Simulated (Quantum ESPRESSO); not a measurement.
Al2Au under changes of volume

One of the cells (18.000 Å³/atom); the others are scaled copies at fixed shape and fractional positions:

```
CELL_PARAMETERS angstrom
0.00000 3.00000 3.00000
3.00000 0.00000 3.00000
3.00000 3.00000 0.00000
ATOMIC_POSITIONS crystal
Au 0.00000 0.00000 0.00000
Al 0.75000 0.75000 0.75000
Al 0.25000 0.25000 0.25000
```

```yaml
Program: Quantum ESPRESSO 7.5
Functional: PBEsol
Potentials_or_basis: GBRV 1.5 PBEsol
Cutoff: 612 eV
Density_cutoff: 4898 eV
k_mesh: 8 × 8 × 8
Occupations: fermi-dirac, width 0.05 eV
Spin: no spin polarisation
```

| volume (Å³/atom) | energy over the lowest point (meV/atom) | pressure (GPa) |
| --- | --- | --- |
| 16.920 | 24.70 | 8.0 |
| 17.280 | 10.24 | 5.0 |
| 17.640 | 2.25 | 2.3 |
| 18.000 | 0.00 | -0.1 |
| 18.360 | 2.83 | -2.3 |
| 18.720 | ? | ? |
| 19.080 | 21.46 | -5.9 |

What does the run at 18.720 Å³/atom give?

Energy over the lowest point 10.15 meV/atom; pressure -4.2 GPa.

Worked out: A Birch-Murnaghan fit of order 3 (a polynomial in V^(-2/3)) to the other rows has its minimum at 17.97 Å³/atom with B0 = V·E''(V) = 114 GPa and B' = 5.1. It gives 10.15 meV/atom at 18.720 Å³/atom, against the run's 10.15, and -dE/dV = -4.2 GPa, against -4.2.

Energies are extrapolated to zero smearing.
